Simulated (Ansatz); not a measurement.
CuI (Marshite):

```
I Cu
1.0
     0.00000    3.03150    3.03150
     3.03150    0.00000    3.03150
     3.03150    3.03150    0.00000
I Cu
1 1
Direct
  0.00000 0.00000 0.00000
  0.75000 0.75000 0.75000
```

| Quantity | Value |
| --- | --- |
| Program | Ansatz 0.2.0 |
| Task | relaxation of cell and atoms |
| Functional | PBEsol |
| Dispersion | D3(BJ) |
| Potentials or basis | Ansatz PAW |
| Cutoff | 420 eV (not typed: the program's choice for these potentials) |
| k mesh | 8 × 8 × 8 |
| Occupations | fermi-dirac, width 0.05 eV |
| Spin | no spin polarisation |

At the start: volume 27.86 Å³/atom.

Q: How do energy, volume and symmetry change on relaxing?

A: It ends after 5 steps and the volume is 25.15 Å³/atom (-9.7 %); space group F-43m (No. 216, to 0.05 Å).

The path:
```tsv
step	energy change (eV)	largest force (eV/Å)	volume (Å³)
1	0.0000	0.0000	55.72
2	-0.0845	0.0000	50.12
3	-0.0845	0.0000	50.35
4	-0.0845	0.0000	50.31
5	-0.0827	0.0000	50.31
```

Final structure:
```xyz
2
Lattice="0.0000 2.9300 2.9300 2.9300 0.0000 2.9300 2.9300 2.9300 0.0000" Properties=species:S:1:pos:R:3 pbc="T T T"
I     0.0000    0.0000    0.0000
Cu    4.3950    4.3950    4.3950
```

Caveat: the plane-wave basis is chosen anew once the cell has moved, so the energies of steps on either side of that aren't comparable; the PAW data sets come from PBE, with cores solved anew for the run's functional, which leaves a small shift of forces and pressure.
